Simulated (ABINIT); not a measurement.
# AlNi (Pm-3m) in ABINIT: a run that goes wrong, beside a sound one

Two runs on AlNi: the first has a flaw, the second is sound.

Program: ABINIT 10.8.3 (patched build). These are calculated values, not measurements. Logs are shortened: lines on timing, memory, paths and dates and some standing lists are left out, and cuts for length are marked. The log counts tension as positive stress, the text compression.

### Step 1. The structure

Symmetry: Pm-3m, No. 221, cubic system. Conventional cell: a = 2.881 Å, b = 2.881 Å, c = 2.881 Å, α = 90.00°, β = 90.00°, γ = 90.00°. Ni (site symmetry m-3m) is surrounded by 8 Al at 2.50 Å. Around Al (site symmetry m-3m) lie 8 Ni at 2.50 Å.

### Step 2. A run with an altered input

Contents of run.abi:

```
pp_dirpath "./"
pseudos "Ni.GGA_PBE-ansatz.xml, Al.GGA_PBE-ansatz.xml"

acell 2.881 2.881 2.881 Angstrom
rprim
     1.0000000000     0.0000000000     0.0000000000
     0.0000000000     1.0000000000     0.0000000000
     0.0000000000     0.0000000000     1.0000000000
ntypat 2
znucl 28 13
natom 2
typat 1 2
xred
     0.5000000000     0.5000000000     0.5000000000
     0.0000000000     0.0000000000     0.0000000000

ecut 18 eV
pawecutdg 36.0
pawovlp 30

kptopt 1
ngkpt 7 7 7
nshiftk 1
shiftk 0.0 0.0 0.0

ixc -497498
usekden 1
pawxcdev 0

nband 15
occopt 3
tsmear 0.00183747

nsppol 2
spinat
     0.0000000000     0.0000000000     1.0000000000
     0.0000000000     0.0000000000     0.0000000000

nstep 50
tolvrs 1.0e-7

iomode 3
prtwf 0
prtden 0
prteig 0
prtebands 0
enunit 1
```

Potentials or basis: Ansatz PAW PBE default generated set, frozen core.

Run with:

```console
> mpirun --bind-to none -np 4 abinit run.abi > log 2>&1
```

run.abo:

```text
[... set-up lines left out ...]
- pspini: atom type   2  psp file is ./Al.GGA_PBE-ansatz.xml
 Pseudopotential format is: paw10
 basis_size (lnmax)=  5 (lmn_size= 13), orbitals=   0   0   1   1   2
 Spheres core radius: rc_sph= 2.63805767
 Shapefunction is NUMERIC type: directly read from atomic data file
 Radius for shape functions =  2.63805767
 Compensation charge density is not taken into account in XC energy/potential

   7.23958817E+02                                ecore*ucvol(ha*bohr**3)
--------------------------------------------------------------------------------

--- !ERROR
message: |
    Number of bands nband= 15 > number of planewaves npw= 1
    The number of eigenvectors cannot be greater that the size of the Hamiltonian!
    Action: decrease nband or, alternatively, increase ecut
...

--- !ERROR
message: |
    Number of bands nband= 15 > number of planewaves npw= 1
    The number of eigenvectors cannot be greater that the size of the Hamiltonian!
    Action: decrease nband or, alternatively, increase ecut
...
```

Wall time 4.3 s (4 MPI ranks of Arm Neoverse V2, shared host); peak memory 0.32 GiB.

The program refused the input. The input was made wrong on purpose: cutoff given in eV with the number meant for hartree (ecut = 18 eV).

### Step 3. Single point, r2SCAN, collinear spin, ferromagnetic start

Edit run.abi of step 2 so:

```diff
@@ -1 +1,2 @@
+# Pseudopotentials
 pp_dirpath "./"
@@ -3,3 +4,4 @@
 
-acell 2.881 2.881 2.881 Angstrom
+# Structure
+acell 5.444300965 5.444300965 5.444300965
 rprim
@@ -16,3 +18,4 @@
 
-ecut 18 eV
+# Plane-wave basis
+ecut 18.0
 pawecutdg 36.0
@@ -20,2 +23,3 @@
 
+# k points
 kptopt 1
@@ -25,2 +29,3 @@
 
+# Exchange and correlation
 ixc -497498
@@ -29,2 +34,3 @@
 
+# Bands and occupations
 nband 15
@@ -33,2 +39,3 @@
 
+# Spin
 nsppol 2
@@ -38,10 +45,15 @@
 
-nstep 50
+# SCF cycle
+nstep 100
 tolvrs 1.0e-7
 
+# Output
 iomode 3
 prtwf 0
-prtden 0
 prteig 0
 prtebands 0
-enunit 1
+enunit 2
+prtden 1
+prtvha 1
+prtvclmb 1
+prtpot 1
```

Potentials or basis: Ansatz PAW PBE default generated set, frozen core.

Run with:

```console
> mpirun --bind-to none -np 4 abinit run.abi > log 2>&1
```

It took 1.7 min on 4 MPI ranks of Arm Neoverse V2, shared host; peak memory 1.4 GiB.

It converged, with:

* Free energy: -4533.0932 eV
* Pressure: -3.6 GPa
* Band gap on the k mesh: none (metal or under the smearing width)
* Net moment: 0.00 μB per cell

Levels at points of the mesh, in eV from the Fermi level:
Spin up:
| k point | band 7 | band 8 | band 9 | band 10 | band 11 | band 12 | band 13 | band 14 |
| --- | --- | --- | --- | --- | --- | --- | --- | --- |
| (0.00, 0.00, 0.00) | -3.48 | -1.72 | -1.72 | -1.72 | 5.70 | 5.70 | 5.70 | 8.24 |
Spin down:
| k point | band 7 | band 8 | band 9 | band 10 | band 11 | band 12 | band 13 | band 14 |
| --- | --- | --- | --- | --- | --- | --- | --- | --- |
| (0.00, 0.00, 0.00) | -3.48 | -1.72 | -1.72 | -1.72 | 5.70 | 5.70 | 5.70 | 8.24 |

Caveat: totals of a meta-GGA on PAW files have another zero than those of a GGA; small starting moments can end in a higher magnetic state in this program; the PAW data sets were made with another functional, which shifts forces and pressure a little; the atomic spheres overlap.
